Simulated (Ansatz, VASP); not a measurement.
**BAs: VASP beside Ansatz**

```
B As
1.0
     0.00000    2.39180    2.39180
     2.39180    0.00000    2.39180
     2.39180    2.39180    0.00000
B As
1 1
Direct
  0.25000 0.25000 0.25000
  0.00000 0.00000 0.00000
```

Alike in both runs: functional r2SCAN; k mesh 10 × 10 × 10; occupations gaussian, width 0.02 eV; no spin polarisation.

Ansatz relaxed the structure, and its values are those at the end. VASP's run is a single point on that final structure, the one shown.

```csv
,VASP,Ansatz
version,VASP 6.6.1,Ansatz 0.2.0
potentials or method,"VASP PAW PBE potentials, release 64 (B, As)","scalar-relativistic, plane waves, PAW"
plane-wave cutoff (eV),520,500
valence electrons in the cell,8,18
```

|  | VASP | Ansatz | Ansatz less VASP |
| --- | --- | --- | --- |
| gap on the k mesh at the Fermi level (eV) | 1.37 | 1.37 | 0.000 |
| least direct gap on the mesh (eV) | 3.44 | 3.44 | -0.004 |
| pressure (GPa) | 0.3 | 0.0 | -0.24 |

The two sets of potentials don't hold the same shells in valence.

Caveats: the PAW data sets were made with another functional, which shifts forces and pressure a little (VASP). A k mesh can miss the band edges. r2SCAN opens gaps a little over a GGA but as a rule still falls short of measured ones.
